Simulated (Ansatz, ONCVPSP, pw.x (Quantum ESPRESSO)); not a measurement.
## What a changed setting does to a pw.x run (bcc Si)

Potential: optimised norm-conserving Vanderbilt (ONCV), ONCVPSP 4.0.1.1 (patched build), PBE; core [Ne], reference 3s2 3p2; waves: 3s: rc 1.75 bohr, ncon 4, nbas 8, qcut 4.1 1/bohr, 1 projector; 3p: rc 2.25 bohr, ncon 4, nbas 8, qcut 2.9 1/bohr, 1 projector; d scattering state at 0.43 Ha: rc 2.25 bohr, ncon 3, nbas 7, qcut 4.1 1/bohr, 1 projector; local part: polynomial inside 1.65 bohr (lpopt 5, dvloc0 0 Ha); core correction: Teter function, fcfact 3, rcfact 1.26.

The reference run (k-mesh 15³, cutoffs 50/200 Ry, Fermi–Dirac 0.01 Ry, mixing_beta 0.4, conv_thr 1e-9, no spin) gives 0.67 GPa at 14.593 Å³/atom, where all-electron LAPW gives 0.35 GPa. This run, with its own iteration cap, changes conv_thr to 0.0001.

```
&control
  calculation='scf', prefix='x', pseudo_dir='./', outdir='./tmp', tstress=.true., disk_io='none'
/
&system
  ibrav=0, nat=1, ntyp=1, ecutwfc=50, ecutrho=200, nbnd=9,
  occupations='smearing', smearing='fd', degauss=0.01
/
&electrons
  conv_thr=0.0001, mixing_beta=0.4, electron_maxstep=50
/
ATOMIC_SPECIES
Si 1.0 Si.UPF
CELL_PARAMETERS angstrom
  -1.53943562 1.53943562 1.53943562
  1.53943562 -1.53943562 1.53943562
  1.53943562 1.53943562 -1.53943562
ATOMIC_POSITIONS crystal
Si 0.0000 0.0000 0.0000
K_POINTS automatic
15 15 15 0 0 0
```

```bash
pw.x < Si.scf.in > Si.scf.out
```

Task: How does the run end?

Result: It converges in 3 iterations; the free energy moves by +0.0 meV/atom and the pressure by +0.02 GPa. The result is that of the reference run.

```
Message from routine setup:
     using ibrav=0 with symmetry is DISCOURAGED, use correct ibrav instead
     lattice parameter (alat)  =       5.0387  a.u.
     unit-cell volume          =      98.4784 (a.u.)^3
     number of electrons       =         4.00
     number of Kohn-Sham states=            9
     kinetic-energy cutoff     =      50.0000  Ry
     charge density cutoff     =     200.0000  Ry
     scf convergence threshold =      1.0E-04
     Exchange-correlation= PBE
     number of k points=   120  Fermi-Dirac smearing, width (Ry)=  0.0100
     iteration #  1     ecut=    50.00 Ry     beta= 0.40
     total energy              =      -8.20074295 Ry
     estimated scf accuracy    <       0.00390163 Ry
     iteration #  2     ecut=    50.00 Ry     beta= 0.40
     total energy              =      -8.20034508 Ry
     estimated scf accuracy    <       0.00117504 Ry
     iteration #  3     ecut=    50.00 Ry     beta= 0.40
     the Fermi energy is    10.4787 ev
!    total energy              =      -8.20040763 Ry
     estimated scf accuracy    <       0.00000534 Ry
     smearing contrib. (-TS)   =      -0.00185970 Ry
     The total energy is F=E-TS. E is the sum of the following terms:
     one-electron contribution =       4.64474208 Ry
     hartree contribution      =       0.02946948 Ry
     xc contribution           =      -2.86493899 Ry
     ewald contribution        =     -10.00782050 Ry
     convergence has been achieved in   3 iterations
          total   stress  (Ry/bohr**3)                   (kbar)     P=        6.86
     Message from routine punch:
     Nothing written, as per user request (disk_io='none')
```

The run took about 7.2 s on one core of a shared host (Neoverse-N1, 64 threads, 124 GiB, load 54).
